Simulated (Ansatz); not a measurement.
# MoSe2 under changes of volume

One of the cells (20.129 Å³/atom); the others are scaled copies at fixed shape and fractional positions:

```
Mo Se
1.0
     3.28800    0.00000    0.00000
    -1.64400    2.84749    0.00000
     0.00000    0.00000   12.90000
Mo Se
2 4
Direct
  0.66667 0.33333 0.75000
  0.33333 0.66667 0.25000
  0.66667 0.33333 0.37500
  0.33333 0.66667 0.87500
  0.66667 0.33333 0.12500
  0.33333 0.66667 0.62500
```

| Property | Result |
| --- | --- |
| Program | Ansatz 0.2.0 |
| Functional | PBE |
| Dispersion | D4 |
| Potentials or basis | Ansatz PAW |
| Cutoff | 420 eV (not typed: the program's choice for these potentials) |
| k mesh | 9 × 9 × 2 |
| Occupations | fermi-dirac, width 0.05 eV |
| Spin | no spin polarisation |

```csv
volume (Å³/atom),energy over the lowest point (meV/atom),largest force (eV/Å)
18.922,83.48,2.280
19.324,51.25,1.855
19.727,?,?
20.129,12.75,1.097
20.532,4.79,0.759
20.935,0.00,0.546
21.337,1.01,0.155
```

Question: What does the run at 19.727 Å³/atom give?

Answer: Energy over the lowest point 27.97 meV/atom; largest force 1.462 eV/Å.

Worked out: A Birch-Murnaghan fit of order 3 (a polynomial in V^(-2/3)) to the other rows has its minimum at 21.09 Å³/atom with B0 = V·E''(V) = 78 GPa (rough, since the energies scatter) at fixed shape and positions, which overstates the stiffness. It gives 28.24 meV/atom at 19.727 Å³/atom, against the run's 27.97. Pressures are left out, since they don't match the slope of the energies.

Energies are extrapolated to zero smearing.

Caveats: the cell's inner coordinates are idealised or old, which leaves forces on the atoms.
